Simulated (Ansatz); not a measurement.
Chalcopyrite CuInS2 was calculated with BLYP (Ansatz, a first-principles code, PAW).

Run with plane-wave cutoff 520 eV, 10×10×10 k mesh, Fermi–Dirac smearing 0.01 eV, no spin polarisation, scalar-relativistic PAW data made under PBE.

Energies at three volumes about the minimum:

```json
[
 {"V (Å³/atom)": "22.821", "E − E_lowest (meV/atom)": "1.62"},
 {"V (Å³/atom)": "23.287", "E − E_lowest (meV/atom)": "0.00"},
 {"V (Å³/atom)": "23.752", "E − E_lowest (meV/atom)": "1.48"}
]
```

**Question.** Fit a parabola by hand: where is the minimum, and what is the bulk modulus?

**Answer.** Slopes: (0.00 − 1.62)/(23.287 − 22.821) = -3.476 and (1.48 − 0.00)/(23.752 − 23.287) = 3.183 meV/Å³. Curvature E″ = 2 × (3.183 − (-3.476))/(23.752 − 22.821) = 14.305 meV/Å⁶. From the middle of the first interval, the slope vanishes at V0 = 23.0540 − (-3.476)/14.305 = 23.297 Å³/atom. B = V0 E″ = 23.297 × 14.305 meV/Å³ × 0.1602 GPa per meV/Å³ = 53.4 GPa. The full Birch–Murnaghan fit to all volumes gives V0 = 23.288 Å³/atom and B0 = 53.2 GPa.

Shape and atoms are relaxed at each volume.

Note: the bulk modulus comes from volumes at which shape and atoms were relaxed.
